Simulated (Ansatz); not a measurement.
Runs of Ansatz 0.2.0 on Ti. The structure is cubic, space group Im-3m (No. 229). The conventional cell has a = 3.282 Å, b = 3.282 Å, c = 3.282 Å, α = 90.00°, β = 90.00°, γ = 90.00°. Ti (site symmetry m-3m) is surrounded by 8 Ti at 2.84 Å. This isn't the form of Ti at room conditions, which is hcp.

```tsv
task	level	potentials or basis	spin	k mesh	cutoff (eV)	smearing	driver	eos	other keys	mesh quality	gap on the mesh (eV)	pressure (GPa)
single point	RPBE	SPMS NC	off	11 × 11 × 11	450	fermi-dirac 0.1 eV	chain	-	basis.ecutwfc = 450 eV	not flagged	none	(a)
density of states	r2SCAN+D4	as the typed override names	non-collinear, program default start, SOC	8 × 8 × 8	500	cold 0.1 eV	chain	-	hamiltonian.pseudopotentials = kind paw_fr; …	not flagged	none	-4.0
single point	HSE03	SPMS NC	off	7 × 7 × 7	707	methfessel-paxton 0.05 eV	-	-	-	coarse	none	-3.1
single point	HSE03	SPMS NC	off	7 × 7 × 7	707	methfessel-paxton 0.05 eV	chain	-	-	coarse	none	-3.1
```

Alike in all rows: cell as given.

Fill in the values left out.

(a) -4.6.

Caveats: some runs use coarse meshes; the potentials were made for another functional, which shifts forces and pressure (some runs); the thresholds are loose for stress (some runs); the pressure holds a Pulay correction of +38.8 GPa for the finite cutoff (some runs); the cutoff lies under the one recommended for these potentials (some runs); pairwise dispersion overbinds metals, which lowers pressure and volume (some runs).

A gap of «none» marks a metal or a gap under the smearing width.

Runs at the PBE level aren't shown here.
